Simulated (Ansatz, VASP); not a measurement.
Sc in VASP and in Ansatz

```
Sc
1.0
     2.88087    0.00000    0.00000
    -1.44044    2.49491    0.00000
     0.00000    0.00000    4.48926
Sc
2
Direct
  0.33333 0.66667 0.25000
  0.66667 0.33333 0.75000
```

Change from the starting cell: volume scaled by 0.68, LAPW.

Alike in both runs: task single point; functional PBEsol; k mesh 15 × 15 × 8; occupations fermi-dirac, width 0.1 eV; no spin polarisation.

```csv
,VASP,Ansatz
version,VASP 6.6.1,Ansatz 0.2.0
potentials or method,"VASP PAW PBE potentials, release 64 (Sc_sv), cutoff 520 eV","all-electron LAPW, scalar-relativistic"
```

```csv
,VASP,Ansatz,Ansatz less VASP
pressure (GPa),39.0,38.7,-0.27
largest component of the traceless stress (GPa),0.04,0.11,+0.076
```

Ansatz ran all-electron here, so the differences hold the error of VASP's frozen core and of both bases.

Caveats: so large a pressure means that the cell lies far from this level's equilibrium, or that cutoff or potentials fall short (VASP); the potentials were made for another functional, which shifts forces and pressure (VASP).
